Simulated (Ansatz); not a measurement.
**HfO2 (Fm-3m): dielectric-dependent hybrid calculation**

A script is to give a dielectric-dependent hybrid calculation; the system is HfO2 (Fm-3m).

All numbers are computed with Ansatz 0.2.0 through its Python package. The levels of theory stand in the script.

## Step 1: Starting point

It takes space group Fm-3m (No. 225, cubic). Conventional cell: a = 5.115 Å, b = 5.115 Å, c = 5.115 Å, α = 90.00°, β = 90.00°, γ = 90.00°. Hf (site symmetry m-3m) has 8 O at 2.21 Å as nearest neighbours. Around O (site symmetry -43m) lie 4 Hf at 2.21 Å.

No structure file is read: the coordinates are typed or built in the script.

## Step 2: Script

run_ddh.py

```python
"""A hybrid whose exact exchange is one over the dielectric constant of HfO2."""

import ansatz as az
import numpy as np


def count_gap(report):
    # lowest empty less highest filled band, counting bands; zero where they overlap
    return max(report.get("gap_by_band_count_ev") or 0.0, 0.0)

lattice = az.Lattice.of(
    (0.0, 2.5575, 2.5575),
    (2.5575, 0.0, 2.5575),
    (2.5575, 2.5575, 0.0),
)
sites = [
    ("Hf", (0.0, 0.0, 0.0)),
    ("O", (0.25, 0.25, 0.25)),
    ("O", (0.75, 0.75, 0.75)),
]
system = az.Crystal(lattice=lattice)
for symbol, position in sites:
    system = system.atom(symbol, position)

setup = (
    system.calculation()
    .basis(510)
    .kpoints(4, 4, 4)
    .occupations("fixed")
    .band_table()
)
semilocal = setup.functional("pbesol").run(threads=1).report
hybrid = setup.functional(exchange="pbesol", correlation="pbesol", exact_fraction="inverse_dielectric").run(threads=1).report
alpha = hybrid["hybrid"]["exact_exchange_fraction"]
print(f"fraction of exact exchange {alpha:.4f}, so eps_inf = {1 / alpha:.2f}")
print(f"gap by band count: {count_gap(semilocal):.3f} eV semilocal, {count_gap(hybrid):.3f} eV hybrid")
```

## Step 3: Running it

Launch:

```sh
$ python run_ddh.py
```

The log of the run:

```text
fraction of exact exchange 0.1851, so eps_inf = 5.40
gap by band count: 3.591 eV semilocal, 5.320 eV hybrid
```

It took 40 s on 1 thread of Arm Neoverse V1, shared host; peak memory 0.84 GiB.

## Step 4: Run by run

One row for each of the 2 runs:

```
run  functional  hamiltonian.xc.exchange  hamiltonian.xc.correlation  energy (eV/atom)  gap on the mesh (eV)  SCF cycles  CPU time (s)
  1      pbesol                  not set                     not set        -5575.0138                  3.59           6          0.65
  2     not set                   pbesol                      pbesol        -5583.9698                  5.32          13            36
```

Totals under unlike functionals or potentials can't be compared directly.

## Step 5: Summary of results

| quantity | value |
| --- | --- |
| runs compared | 2 |
| gap on the mesh | 3.59 (pbesol) to 5.32 eV (the functional composed in the script) |

In words: The fraction is 0.1851, one over a mean dielectric constant (a third of the trace) of 5.40. It opens the gap from 3.591 to 5.320 eV, by 1.73 eV. What to keep in mind:
- The run is spin-unpolarised.
- The k-point mesh is coarse, and energy and stress weren't tested for convergence.
- Gaps and levels are Kohn-Sham values on a finite set of k-points, without spin-orbit coupling.
- The gaps are those of a coarse mesh; the run finds the dielectric constant of the semilocal functional on meshes of its own.
